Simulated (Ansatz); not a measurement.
Crystal: InAs.

```
In As
1.0
     0.00000    2.87730    2.87730
     2.87730    0.00000    2.87730
     2.87730    2.87730    0.00000
In As
1 1
Direct
  0.50000 0.50000 0.50000
  0.00000 0.00000 0.00000
```

Measurements of this composition are mostly on another form, of space group No. 216.

```yaml
Program: Ansatz 0.2.0
Task: relaxation of cell and atoms
Functional: revPBE
Dispersion: D3(BJ)
Potentials_or_basis: Ansatz PAW
Cutoff: "420 eV (not typed: the program's choice for these potentials)"
k_mesh: 8 × 8 × 8
Occupations: fermi-dirac, width 0.05 eV
Spin: no spin polarisation
```

At the start: volume 23.82 Å³/atom.

Q: How do energy, volume and symmetry change on relaxing?

A: It ends after 5 steps and the volume is 22.43 Å³/atom (-5.8 %); space group Fm-3m (No. 225, to 0.05 Å).

Step by step:
```
step  energy change (eV)  largest force (eV/Å)  volume (Å³)
   1              0.0000                0.0000        47.64
   2             -0.0188                0.0000        43.07
   3             -0.0348                0.0000        45.04
   4             -0.0350                0.0000        44.87
   5             -0.0343                0.0000        44.87
```

Final structure:
```xyz
2
Lattice="0.0000 2.8203 2.8203 2.8203 0.0000 2.8203 2.8203 2.8203 0.0000" Properties=species:S:1:pos:R:3 pbc="T T T"
In    2.8203    2.8203    2.8203
As    0.0000    0.0000    0.0000
```

Caveat: the plane-wave basis is chosen anew once the cell has moved, so the energies of steps on either side of that aren't comparable; pairwise dispersion overbinds metals, which lowers pressure and volume; the PAW data sets come from PBE, with cores solved anew for the run's functional, which leaves a small shift of forces and pressure.
